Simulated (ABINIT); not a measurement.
Crystal: V.

```xyz
1
Lattice="-1.5144 1.5144 1.5144 1.5144 -1.5144 1.5144 1.5144 1.5144 -1.5144" Properties=species:S:1:pos:R:3 pbc="T T T"
V     0.0000    0.0000    0.0000
```

Base run:

```yaml
Program: ABINIT 10.8.3 (patched build)
Functional: AM05
Potentials_or_basis: JTH PAW PBE v2.0
Cutoff: 408 eV
k_mesh: 12 × 12 × 12
Occupations: fermi-dirac, width 0.05 eV
Spin: collinear spin, ferromagnetic start
Starting_moments: "[2.0] μB"
```

Its results: band gap on the k mesh none (metal or under the smearing width); pressure -11.5 GPa; net moment 0.00 μB per cell.

The run is repeated on the same cell with these changes: functional from AM05 to PW91. What comes out?

Band gap on the k mesh none (metal or under the smearing width); pressure -5.5 GPa; net moment 0.00 μB per cell.

PW91 binds less tightly than AM05, so the same cell stands under more pressure.

Caveats: the PAW data sets were made with another functional, which shifts forces and pressure a little.
